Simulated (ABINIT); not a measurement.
# Si (Pm-3m) in ABINIT: reference runs

How does Si come out in PBE? The cell is run as given and disturbed.

Everything below comes from runs of ABINIT 10.8.3 (patched build). Logs are shortened: lines on timing, memory, paths and dates and some standing lists are left out, and cuts for length are marked. The log counts tension as positive stress, the text compression.

### 1 The crystal as given

The structure is cubic, space group Pm-3m (No. 221). Conventional cell: a = 2.532 Å, b = 2.532 Å, c = 2.532 Å, α = 90.00°, β = 90.00°, γ = 90.00°. Around Si (site symmetry m-3m) lie 6 Si at 2.53 Å.

The cell was built by a generator and needn't be a form met in nature.

### 2 Single point, PBE

Input file run.abi:

```
# Pseudopotentials
pp_dirpath "./"
pseudos "Si.GGA_PBE-JTH.xml"

# Structure
structure "poscar:POSCAR"
natom 1

# Plane-wave basis
ecut 15.0
pawecutdg 30.0
pawxcdev 0

# k points
kptopt 1
ngkpt 10 10 10
nshiftk 1
shiftk 0.0 0.0 0.0

# Exchange and correlation
ixc 11

# Bands and occupations
nband 6
occopt 3
tsmear 0.00183747

# SCF cycle
nstep 100
tolvrs 1.0e-9

# Output
iomode 3
prtwf 0
prtden 0
prteig 0
prtebands 0
```

Input file POSCAR:

```
Si
1.0
    2.5321100000      0.0000000000      0.0000000000
    0.0000000000      2.5321100000      0.0000000000
    0.0000000000      0.0000000000      2.5321100000
Si
1
Direct
    0.5000000000      0.5000000000      0.5000000000  Si
```

Potentials or basis: JTH PAW PBE v2.0.

Launch:

```bash
abinit run.abi > log 2>&1
```

run.abo:

```text
.Version 10.8.3 of ABINIT
 Symmetries : space group Pm -3 m (#221); Bravais cP (primitive cubic)
================================================================================
 Values of the parameters that define the memory need of the present run
     intxc =       0    ionmov =       0      iscf =      17    lmnmax =       8
     lnmax =       4     mgfft =      18  mpssoang =       2    mqgrid =    3001
     natom =       1  nloc_mem =       2    nspden =       1   nspinor =       1
    nsppol =       1      nsym =      48    n1xccc =       1    ntypat =       1
    occopt =       3   xclevel =       2
       mpw =         313          nfft =        5832          nkpt =          56
 PAW method is used; the additional fine FFT grid is defined by:
   mgfftf=        24    nfftf =     13824
================================================================================
================================================================================

--------------------------------------------------------------------------------
------------- Echo of variables that govern the present computation ------------
--------------------------------------------------------------------------------
 -outvars: echo values of preprocessed input variables --------
            acell      1.0000000000E+00  1.0000000000E+00  1.0000000000E+00 Bohr
              amu      2.80855000E+01
             ecut      1.50000000E+01 Hartree
                       outvar_i_n : Printing only first  50 k-points.
              ixc          11
                       outvar_i_n : Printing only first  50 k-points.
         kptrlatt       10    0    0      0   10    0      0    0   10
          kptrlen      4.78499442E+01
            natom           1
            nband           6
            ngfft          18      18      18
          ngfftdg          24      24      24
             nkpt          56
            nstep         100
             nsym          48
           ntypat           1
                       prtocc : prtvol=0, do not print more k-points.
           occopt           3
        pawecutdg      3.00000000E+01 Hartree
         pawxcdev           0
           prtden           0
        prtebands           0
           prteig           0
            prtwf           0
            rprim      4.7849944207E+00  0.0000000000E+00  0.0000000000E+00
                       0.0000000000E+00  4.7849944207E+00  0.0000000000E+00
                       0.0000000000E+00  0.0000000000E+00  4.7849944207E+00
          spgroup         221
           tolvrs      1.00000000E-09
           tsmear      1.83747000E-03 Hartree
            typat      1
           useylm           1
                       outvars : Printing only first  50 k-points.
           xangst      1.2660550000E+00  1.2660550000E+00  1.2660550000E+00
            xcart      2.3924972103E+00  2.3924972103E+00  2.3924972103E+00
             xred      5.0000000000E-01  5.0000000000E-01  5.0000000000E-01
            znucl       14.00000

================================================================================

 chkinp: Checking input parameters for consistency.

================================================================================
== DATASET  1 ==================================================================

--- !DatasetInfo
iteration_state: {dtset: 1, }
dimensions: {natom: 1, nkpt: 56, mband: 6, nsppol: 1, nspinor: 1, nspden: 1, mpw: 313, }
cutoff_energies: {ecut:  15.0, pawecutdg:  30.0, }
electrons: {nelect:   4.00000000E+00, charge:   0.00000000E+00, occopt:   3.00000000E+00, tsmear:   1.83747000E-03, }
meta: {optdriver: 0, ionmov: 0, optcell: 0, iscf: 17, paral_kgb: 0, }
...

 Exchange-correlation functional for the present dataset will be:
  GGA: Perdew-Burke-Ernzerhof functional - ixc=11
  J.P.Perdew, K.Burke, M.Ernzerhof, PRL 77, 3865 (1996)

 Real(R)+Recip(G) space primitive vectors, cartesian coordinates (Bohr,Bohr^-1):
 R(1)=  4.7849944  0.0000000  0.0000000  G(1)=  0.2089867  0.0000000  0.0000000
 R(2)=  0.0000000  4.7849944  0.0000000  G(2)=  0.0000000  0.2089867  0.0000000
 R(3)=  0.0000000  0.0000000  4.7849944  G(3)=  0.0000000  0.0000000  0.2089867
 Unit cell volume ucvol=  1.0955805E+02 bohr^3
 Angles (23,13,12)=  9.00000000E+01  9.00000000E+01  9.00000000E+01 degrees

 Coarse grid specifications (used for wave-functions):

 getcut: wavevector=  0.0000  0.0000  0.0000  ngfft=  18  18  18
         ecut(hartree)=     15.000   => boxcut(ratio)=   2.15765

 Fine grid specifications (used for densities):

 getcut: wavevector=  0.0000  0.0000  0.0000  ngfft=  24  24  24
         ecut(hartree)=     30.000   => boxcut(ratio)=   2.03425

--- Pseudopotential description ------------------------------------------------
- pspini: atom type   1  psp file is ./Si.GGA_PBE-JTH.xml
 Pseudopotential format is: paw10
 basis_size (lnmax)=  4 (lmn_size=  8), orbitals=   0   0   1   1
 Spheres core radius: rc_sph= 1.90944987
 Shapefunction is BESSEL type: shapef(r,l)=aa(1,l)*jl(q(1,l)*r)+aa(2,l)*jl(q(2,l)*r)
 Radius for shape functions =  1.60149249
 Compensation charge density is not taken into account in XC energy/potential

   1.89291167E+01                                ecore*ucvol(ha*bohr**3)
--------------------------------------------------------------------------------

================================================================================

--- !BeginCycle
iteration_state: {dtset: 1, }
solver: {iscf: 17, nstep: 100, nline: 4, wfoptalg: 10, }
tolerances: {tolvrs: 1.00E-09, }
...

     iter   Etot(hartree)      deltaE(h)  residm     nres2
 ETOT  1  -3.9516863583909    -3.952E+00 2.387E-01 2.305E-01
 ETOT  2  -3.9750159526186    -2.333E-02 3.676E-02 4.486E-02
 ETOT  3  -3.9749576274668     5.833E-05 1.110E-02 1.026E-02
 ETOT  4  -3.9749678443084    -1.022E-05 2.428E-04 1.297E-04
 ETOT  5  -3.9749668902887     9.540E-07 1.434E-04 5.867E-06
 ETOT  6  -3.9749665749630     3.153E-07 4.673E-05 1.212E-07
 ETOT  7  -3.9749665830583    -8.095E-09 6.247E-05 1.234E-08
 ETOT  8  -3.9749665833661    -3.079E-10 2.665E-05 1.123E-09
 ETOT  9  -3.9749665832151     1.510E-10 3.283E-05 5.669E-11

 At SCF step    9       nres2   =  5.67E-11 < tolvrs=  1.00E-09 =>converged.

 Cartesian components of stress tensor (hartree/bohr^3)
  sigma(1 1)= -7.51696829E-06  sigma(3 2)=  0.00000000E+00
  sigma(2 2)= -7.51696829E-06  sigma(3 1)=  0.00000000E+00
  sigma(3 3)= -7.51696829E-06  sigma(2 1)=  0.00000000E+00

--- !ResultsGS
iteration_state: {dtset: 1, }
comment   : Summary of ground state results
lattice_vectors:
- [  4.7849944,   0.0000000,   0.0000000, ]
- [  0.0000000,   4.7849944,   0.0000000, ]
- [  0.0000000,   0.0000000,   4.7849944, ]
lattice_lengths: [   4.78499,    4.78499,    4.78499, ]
lattice_angles: [ 90.000,  90.000,  90.000, ] # degrees, (23, 13, 12)
lattice_volume:   1.0955805E+02
convergence: {deltae:  1.510E-10, res2:  5.669E-11, residm:  3.283E-05, diffor: null, }
etotal    :  -3.97496658E+00
entropy   :   0.00000000E+00
fermie    :   2.77967301E-01
cartesian_stress_tensor: # hartree/bohr^3
- [ -7.51696829E-06,   0.00000000E+00,   0.00000000E+00, ]
- [  0.00000000E+00,  -7.51696829E-06,   0.00000000E+00, ]
- [  0.00000000E+00,   0.00000000E+00,  -7.51696829E-06, ]
pressure_GPa:   2.2116E-01
xred      :
- [  5.0000E-01,   5.0000E-01,   5.0000E-01, Si]
cartesian_forces: # hartree/bohr
- [ -0.00000000E+00,  -0.00000000E+00,  -0.00000000E+00, ]
force_length_stats: {min:   0.00000000E+00, max:   0.00000000E+00, mean:   0.00000000E+00, }
...

 Integrated electronic density in atomic spheres:
 ------------------------------------------------
 Atom  Sphere_radius  Integrated_density
    1        1.90945          1.51809647

================================================================================

 ----iterations are completed or convergence reached----

 Mean square residual over all n,k,spin=   15.695E-08; max=  32.830E-06
 reduced coordinates (array xred) for    1 atoms
       0.500000000000      0.500000000000      0.500000000000
 rms dE/dt=  0.0000E+00; max dE/dt=  0.0000E+00; dE/dt below (all hartree)
    1       0.000000000000      0.000000000000      0.000000000000

 cartesian coordinates (angstrom) at end:
    1      1.26605500000000     1.26605500000000     1.26605500000000

 cartesian forces (hartree/bohr) at end:
    1     -0.00000000000000    -0.00000000000000    -0.00000000000000
 frms,max,avg= 0.0000000E+00 0.0000000E+00   0.000E+00  0.000E+00  0.000E+00 h/b

 cartesian forces (eV/Angstrom) at end:
    1     -0.00000000000000    -0.00000000000000    -0.00000000000000
 frms,max,avg= 0.0000000E+00 0.0000000E+00   0.000E+00  0.000E+00  0.000E+00 e/A
 length scales=  1.000000000000  1.000000000000  1.000000000000 bohr
              =  0.529177210544  0.529177210544  0.529177210544 angstroms
 Fermi (or HOMO) energy (hartree) =   0.27797   Average Vxc (hartree)=  -0.39287
 Eigenvalues (hartree) for nkpt=  56  k points:
 kpt#   1, nband=  6, wtk=  0.00100, kpt=  0.0000  0.0000  0.0000 (reduced coord)
  -0.20548    0.55915    0.55915    0.55994    0.55994    0.55994
      occupation numbers for kpt#   1
   2.00000    0.00000    0.00000    0.00000    0.00000    0.00000
 prteigrs : prtvol=0 or 1, do not print more k-points.

--- !EnergyTerms
iteration_state     : {dtset: 1, }
comment             : Components of total free energy in Hartree
kinetic             :  1.49821991191566E+00
hartree             :  6.74249193153606E-02
xc                  : -2.39406231172943E+00
Ewald energy        : -4.74365857936691E+00
psp_core            :  1.72777045107284E-01
local_psp           : -4.19849841080042E-01
PAW spherical_terms :  1.84423893968238E+00
internal            : -3.97490991615569E+00
'-kT*entropy'       : -4.71661056945756E-05
total_energy        : -3.97495708226139E+00
total_energy_eV     : -1.08164092476612E+02
...

--- !EnergyTermsDC
iteration_state     : {dtset: 1, }
comment             : '"Double-counting" decomposition of free energy'
band_energy         :  3.45786700517706E-01
Ewald energy        : -4.74365857936691E+00
psp_core            :  1.72777045107284E-01
xc_dc               : -7.50584532804100E-01
PAW spherical_terms :  1.00075994943657E+00
internal            : -3.97491941710945E+00
'-kT*entropy'       : -4.71661056945756E-05
total_energy_dc     : -3.97496658321514E+00
total_energy_dc_eV  : -1.08164351010735E+02
...

--- !EnergyTermsWithPAWCore
iteration_state     : {dtset: 1, }
comment             : 'Components of total free energy, including PAW core contributions'
Total energy        : -2.90024118682335E+02
Total energy DC     : -2.90024128183288E+02
Total energy (eV)   : -7.89195831411524E+03
Total energy DC (eV): -7.89195857264936E+03
...

 Cartesian components of stress tensor (hartree/bohr^3)
  sigma(1 1)= -7.51696829E-06  sigma(3 2)=  0.00000000E+00
  sigma(2 2)= -7.51696829E-06  sigma(3 1)=  0.00000000E+00
  sigma(3 3)= -7.51696829E-06  sigma(2 1)=  0.00000000E+00

-Cartesian components of stress tensor (GPa)         [Pressure=  2.2116E-01 GPa]
- sigma(1 1)= -2.21156842E-01  sigma(3 2)=  0.00000000E+00
- sigma(2 2)= -2.21156842E-01  sigma(3 1)=  0.00000000E+00
- sigma(3 3)= -2.21156842E-01  sigma(2 1)=  0.00000000E+00

== END DATASET(S) ==============================================================
================================================================================

 -outvars: echo values of variables after computation  --------
            acell      1.0000000000E+00  1.0000000000E+00  1.0000000000E+00 Bohr
           etotal     -3.9749665832E+00
            fcart     -0.0000000000E+00 -0.0000000000E+00 -0.0000000000E+00
            rprim      4.7849944207E+00  0.0000000000E+00  0.0000000000E+00
                       0.0000000000E+00  4.7849944207E+00  0.0000000000E+00
                       0.0000000000E+00  0.0000000000E+00  4.7849944207E+00
           strten     -7.5169682887E-06 -7.5169682887E-06 -7.5169682887E-06
                       0.0000000000E+00  0.0000000000E+00  0.0000000000E+00
           xangst      1.2660550000E+00  1.2660550000E+00  1.2660550000E+00
             xred      5.0000000000E-01  5.0000000000E-01  5.0000000000E-01
 Calculation completed.
```

It took 2.7 s on 1 thread of Arm Neoverse V2, shared host; peak memory 0.07 GiB.

Results:

* Free energy: -108.1644 eV
* Pressure: 0.2 GPa
* Band gap on the k mesh: none (metal or under the smearing width)
* Valence electrons inside the program's atomic spheres: Si 1.52 (radii [1.0104] Å)

Levels at points of the mesh, in eV from the Fermi level:
```
           k point  band 1  band 2  band 3  band 4  band 5
(0.00, 0.00, 0.00)  -13.16    7.65    7.65    7.67    7.67
(0.50, 0.00, 0.00)   -8.58   -6.49   10.36   11.03   11.03
(0.50, 0.50, 0.00)   -3.46   -2.85   -2.85    1.58   14.29
(0.50, 0.50, 0.50)    0.56    0.56    0.56    3.53    5.26
```

### 3 Single point, PBE

Input file run.py:

```python
import json, os
import numpy as np
from ase.units import GPa
from ase.calculators.abinit import Abinit, AbinitProfile
from ase.io import read

atoms = read('POSCAR')

profile = AbinitProfile(command='abinit', pp_paths=[os.path.abspath('pseudos')])
params = dict(
    pps='pawxml', xc='PBE',
    ecut=408.1708,
    pawecutdg=816.3416,
    pawxcdev=0,
    kptopt=1,
    ngkpt=[10, 10, 10],
    nshiftk=1,
    shiftk=[0.0, 0.0, 0.0],
    ixc=11,
    nband=6,
    occopt=3,
    tsmear=0.05,
    nstep=100,
    tolvrs=1e-09,
    prtwf=0,
    prtden=0,
)

atoms.calc = Abinit(profile=profile, directory='run', **params)
energy = atoms.get_potential_energy()
forces = atoms.get_forces()
stress = atoms.get_stress()
print(f'energy {energy:.6f} eV')
print('forces (eV/A)')
print(np.round(forces, 5))
print('stress (GPa, Voigt, tension positive)', np.round(stress / GPa, 4))
json.dump(dict(energy=energy, forces=forces.tolist(), stress=stress.tolist(), cell=atoms.cell.tolist(), frac=atoms.get_scaled_positions(wrap=False).tolist()), open('results.json', 'w'))
```

POSCAR, as its differences from that of step 2:

```diff
@@ -8,2 +8,2 @@
 Direct
-    0.5000000000      0.5000000000      0.5000000000  Si
+    0.5000000000      0.5000000000      0.5000000000
```

Potentials or basis: JTH PAW PBE v2.0.

Launch:

```bash
python run.py
```

The log of the run:

```text
energy -108.164092 eV
forces (eV/A)
[[-0. -0. -0.]]
stress (GPa, Voigt, tension positive) [-0.2212 -0.2212 -0.2212  0.      0.      0.    ]
```

abinit.in:

```text
ecut 408.1708 eV
ixc 11
kptopt 1
natom 1
nband 6
ngkpt
10 10 10
nshiftk 1
nsppol 1
nstep 100
occopt 3
pawecutdg 816.3416 eV
pawxcdev 0
prtden 0
prtwf 0
shiftk
0.0 0.0 0.0
tolvrs 1e-09
tsmear 0.05 eV
#Definition of the unit cell
acell
1.00000000000000 1.00000000000000 1.00000000000000 Angstrom
rprim
2.53211000000000 0.00000000000000 0.00000000000000
0.00000000000000 2.53211000000000 0.00000000000000
0.00000000000000 0.00000000000000 2.53211000000000
chkprim 0 # Allow non-primitive cells
#Definition of the atom types
ntypat 1
znucl 14
#Enumerate different atomic species
typat
 1
pseudos "./pseudos/Si.GGA_PBE-JTH.xml"
#Definition of the atoms
xcart
2.39249721024647 2.39249721024647 2.39249721024647
chkexit 1 # abinit.exit file in the running directory terminates after the current SCF
```

abinit.abo:

```text
.Version 10.8.3 of ABINIT
 Symmetries : space group Pm -3 m (#221); Bravais cP (primitive cubic)
================================================================================
 Values of the parameters that define the memory need of the present run
     intxc =       0    ionmov =       0      iscf =      17    lmnmax =       8
     lnmax =       4     mgfft =      18  mpssoang =       2    mqgrid =    3001
     natom =       1  nloc_mem =       2    nspden =       1   nspinor =       1
    nsppol =       1      nsym =      48    n1xccc =       1    ntypat =       1
    occopt =       3   xclevel =       2
       mpw =         313          nfft =        5832          nkpt =          56
 PAW method is used; the additional fine FFT grid is defined by:
   mgfftf=        24    nfftf =     13824
================================================================================
================================================================================

--------------------------------------------------------------------------------
------------- Echo of variables that govern the present computation ------------
--------------------------------------------------------------------------------
 -outvars: echo values of preprocessed input variables --------
            acell      1.8897261259E+00  1.8897261259E+00  1.8897261259E+00 Bohr
              amu      2.80855000E+01
          chkexit           1
          chkprim           0
             ecut      1.50000002E+01 Hartree
                       outvar_i_n : Printing only first  50 k-points.
              ixc          11
                       outvar_i_n : Printing only first  50 k-points.
         kptrlatt       10    0    0      0   10    0      0    0   10
          kptrlen      4.78499442E+01
[... 185 lines left out ...]
xc_dc               : -7.50584532814297E-01
PAW spherical_terms :  1.00075994943239E+00
internal            : -3.97491941715299E+00
'-kT*entropy'       : -4.71659622711061E-05
total_energy_dc     : -3.97496658311526E+00
total_energy_dc_eV  : -1.08164351008017E+02
...

--- !EnergyTermsWithPAWCore
iteration_state     : {dtset: 1, }
comment             : 'Components of total free energy, including PAW core contributions'
Total energy        : -2.90024118682243E+02
Total energy DC     : -2.90024128183188E+02
Total energy (eV)   : -7.89195831411274E+03
Total energy DC (eV): -7.89195857264664E+03
...

 Cartesian components of stress tensor (hartree/bohr^3)
  sigma(1 1)= -7.51696981E-06  sigma(3 2)=  0.00000000E+00
  sigma(2 2)= -7.51696981E-06  sigma(3 1)=  0.00000000E+00
  sigma(3 3)= -7.51696981E-06  sigma(2 1)=  0.00000000E+00

-Cartesian components of stress tensor (GPa)         [Pressure=  2.2116E-01 GPa]
- sigma(1 1)= -2.21156887E-01  sigma(3 2)=  0.00000000E+00
- sigma(2 2)= -2.21156887E-01  sigma(3 1)=  0.00000000E+00
- sigma(3 3)= -2.21156887E-01  sigma(2 1)=  0.00000000E+00

== END DATASET(S) ==============================================================
================================================================================

 -outvars: echo values of variables after computation  --------
            acell      1.8897261259E+00  1.8897261259E+00  1.8897261259E+00 Bohr
           etotal     -3.9749665831E+00
            fcart     -0.0000000000E+00 -0.0000000000E+00 -0.0000000000E+00
            rprim      2.5321100000E+00  0.0000000000E+00  0.0000000000E+00
                       0.0000000000E+00  2.5321100000E+00  0.0000000000E+00
                       0.0000000000E+00  0.0000000000E+00  2.5321100000E+00
           strten     -7.5169698147E-06 -7.5169698147E-06 -7.5169698147E-06
                       0.0000000000E+00  0.0000000000E+00  0.0000000000E+00
           xangst      1.2660550000E+00  1.2660550000E+00  1.2660550000E+00
             xred      4.9999999998E-01  4.9999999998E-01  4.9999999998E-01
 Calculation completed.
```

Run time: 3.2 s. Hardware: 1 thread of Arm Neoverse V2, shared host; peak memory 0.08 GiB.

What came out:

| Property | Result |
| --- | --- |
| Free energy | -108.1644 eV |
| Pressure | 0.2 GPa |
| Band gap on the k mesh | none (metal or under the smearing width) |
| Valence electrons inside the program's atomic spheres | Si 1.52 (radii [1.0104] Å) |

Levels at points of the mesh, in eV from the Fermi level:
| k point | band 1 | band 2 | band 3 | band 4 | band 5 |
| --- | --- | --- | --- | --- | --- |
| (0.00, 0.00, 0.00) | -13.16 | 7.65 | 7.65 | 7.67 | 7.67 |
| (0.50, 0.00, 0.00) | -8.58 | -6.49 | 10.36 | 11.03 | 11.03 |
| (0.50, 0.50, 0.00) | -3.46 | -2.85 | -2.85 | 1.58 | 14.29 |
| (0.50, 0.50, 0.50) | 0.56 | 0.56 | 0.56 | 3.53 | 5.26 |

(Continued in part 2 of 2.)
